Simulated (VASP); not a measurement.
# GaAs in VASP 6.6.1, single-point calculation

INCAR

```
ENCUT = 520
LCHARG = .FALSE.
PREC = Accurate
LASPH = .TRUE.
IBRION = -1
GGA = PE
ISIF = 2
NBANDS = 16
NSW = 0
NELM = 120
ISMEAR = 0
LREAL = .FALSE.
LWAVE = .FALSE.
EDIFF = 1E-7
SIGMA = 0.1
```

KPOINTS

```
KPOINTS created by Atomic Simulation Environment
0
Gamma
8 8 8
0 0 0
```

POSCAR

```
Ga As
 1.0000000000000000
     0.0000000000000000    2.8330831925000002    2.8330831925000002
     2.8619806410000002    0.0000000000000000    2.8330831925000002
     2.8619806410000002    2.8330831925000002    0.0000000000000000
 Ga  As
   1   1
Cartesian
  0.0000000000000000  0.0000000000000000  0.0000000000000000
  1.4309903205000001  1.4165415962500001  1.4165415962500001
```

The recommended PBE PAW datasets give the neutral cell 18 valence electrons.

Command

```
mpirun -np 1 vasp_std
```

OSZICAR

```
N       E                     dE             d eps       ncg     rms          rms(c)
DAV:   1     0.844503360540E+02    0.84450E+02   -0.88847E+03  1952   0.151E+03
DAV:   2    -0.153459529053E+01   -0.85985E+02   -0.82168E+02  2168   0.314E+02
DAV:   3    -0.830609169368E+01   -0.67715E+01   -0.67473E+01  2328   0.666E+01
DAV:   4    -0.841567157107E+01   -0.10958E+00   -0.10956E+00  2352   0.941E+00
DAV:   5    -0.841714180199E+01   -0.14702E-02   -0.14702E-02  2400   0.101E+00    0.285E+00
DAV:   6    -0.827749338491E+01    0.13965E+00   -0.21166E-01  2864   0.779E+00    0.172E+00
DAV:   7    -0.825866856731E+01    0.18825E-01   -0.61895E-02  2360   0.177E+00    0.559E-01
DAV:   8    -0.825952159785E+01   -0.85303E-03   -0.10090E-02  2256   0.113E+00    0.104E-01
DAV:   9    -0.825992248353E+01   -0.40089E-03   -0.93691E-04  2360   0.365E-01    0.512E-02
DAV:  10    -0.825998918186E+01   -0.66698E-04   -0.70731E-05  2528   0.842E-02    0.279E-02
DAV:  11    -0.826004077558E+01   -0.51594E-04   -0.73040E-05  2136   0.635E-02    0.327E-03
DAV:  12    -0.826004107244E+01   -0.29686E-06   -0.11933E-06  2416   0.148E-02    0.145E-03
DAV:  13    -0.826004142695E+01   -0.35451E-06   -0.54403E-07  2336   0.525E-03    0.663E-04
DAV:  14    -0.826004141646E+01    0.10487E-07   -0.96462E-09  1824   0.103E-03
   1 F= -.82600414E+01 E0= -.82600367E+01  d E =-.951722E-05
```

From OUTCAR

```
k-points           NKPTS =     59   k-points in BZ     NKDIM =     59   number of bands    NBANDS=     16

   NELECT =      18.0000    total number of electrons

   dimension x,y,z NGX =    30 NGY =   30 NGZ =   30
   dimension x,y,z NGXF=    60 NGYF=   60 NGZF=   60

  energy-cutoff  :      520.00
  volume of cell :       45.94
      direct lattice vectors                 reciprocal lattice vectors
     0.000000000  2.833083193  2.833083193    -0.174704187  0.176486169  0.176486169
     2.861980641  0.000000000  2.833083193     0.174704187 -0.176486169  0.176486169
     2.861980641  2.833083193  0.000000000     0.174704187  0.176486169 -0.176486169

 k-points in reciprocal lattice and weights: KPOINTS created by Atomic Simulation Env
   0.00000000  0.00000000  0.00000000       0.002
   0.12500000  0.00000000  0.00000000       0.016
   0.25000000  0.00000000  0.00000000       0.016
   0.37500000  0.00000000  0.00000000       0.016
   0.50000000  0.00000000  0.00000000       0.008
   0.12500000  0.12500000  0.00000000       0.008
   0.25000000  0.12500000  0.00000000       0.031
   0.37500000  0.12500000  0.00000000       0.031
   ...

 E-fermi :   3.9922

 k-point     1 :       0.0000    0.0000    0.0000
  band No.  band energies     occupation
      1     -11.0046      2.00000
      2     -11.0020      2.00000
      3     -11.0020      2.00000
      4     -10.9287      2.00000
      5     -10.9270      2.00000
      6      -8.8292      2.00000
      7       3.7381      1.99967
      8       3.7965      1.99436
      9       3.7965      1.99436
     10       4.1706      0.01161
     11       7.4923      0.00000
     12       7.4923      0.00000
     13       7.5199      0.00000
     14      11.3127      0.00000
     15      13.7573      0.00000
     16      13.9546      0.00000

 k-point     2 :       0.1250    0.0000    0.0000
  band No.  band energies     occupation
      1     -11.0153      2.00000
      2     -11.0003      2.00000
      3     -10.9987      2.00000
      4     -10.9289      2.00000
      5     -10.9271      2.00000
      6      -8.6512      2.00000
      7       1.8052      2.00000
      8       3.5236      2.00000
      9       3.5705      2.00000
     10       5.2883      0.00000
     11       7.8349      0.00000
     12       7.8376      0.00000
     13       7.9481      0.00000
     14      12.2371      0.00000
     15      12.9491      0.00000
     16      13.0882      0.00000

 k-point     3 :       0.2500    0.0000    0.0000
  band No.  band energies     occupation
      1     -11.0426      2.00000
      2     -10.9931      2.00000
      3     -10.9915      2.00000
      4     -10.9286      2.00000
      5     -10.9264      2.00000
      6      -8.1542      2.00000
      7      -0.3288      2.00000
      8       3.0833      2.00000
      9       3.1464      2.00000
     10       5.1715      0.00000
     11       8.3432      0.00000
     12       8.3633      0.00000
     13       9.6523      0.00000
     14      12.6698      0.00000
     15      12.7932      0.00000
     16      12.8034      0.00000

 ...

  Total        0.5224455      0.6963713      0.6963713      0.0000000      0.0000000     -0.0000000
  in kB       18.2194905     24.2848877     24.2848877      0.0000000      0.0000000     -0.0000000
  external PRESSURE =      22.2630886 kB  Pullay stress =       0.0000000 kB

 POSITION                                       TOTAL-FORCE (eV/Angst)
 -----------------------------------------------------------------------------------
      0.00000      0.00000      0.00000         0.000000     -0.000000     -0.000000
      1.43099      1.41654      1.41654         0.000000      0.000000      0.000000
 -----------------------------------------------------------------------------------
    total drift:                                0.000001      0.000002      0.000002

  FREE ENERGIE OF THE ION-ELECTRON SYSTEM (eV)
  ---------------------------------------------------
  free  energy   TOTEN  =        -8.2600414165 eV

  energy  without entropy=       -8.2600318992  energy(sigma->0) =       -8.26003666
```

It converged. Results: gap between bands v and c on the k mesh 0.37 eV; least direct gap on the k mesh 0.37 eV; pressure 2.2 GPa. Band v is the last that the valence electrons fill when counted band by band, and c is the next.

For comparison, a separate PBE run of the intended cell, on usual settings and not on those above, gives a gap of 0.37 eV on its mesh and a pressure of 2.2 GPa.

The run above took about 50 s on one core of a shared host (Intel Xeon Platinum 8488C) and held 0.2 GiB at most.
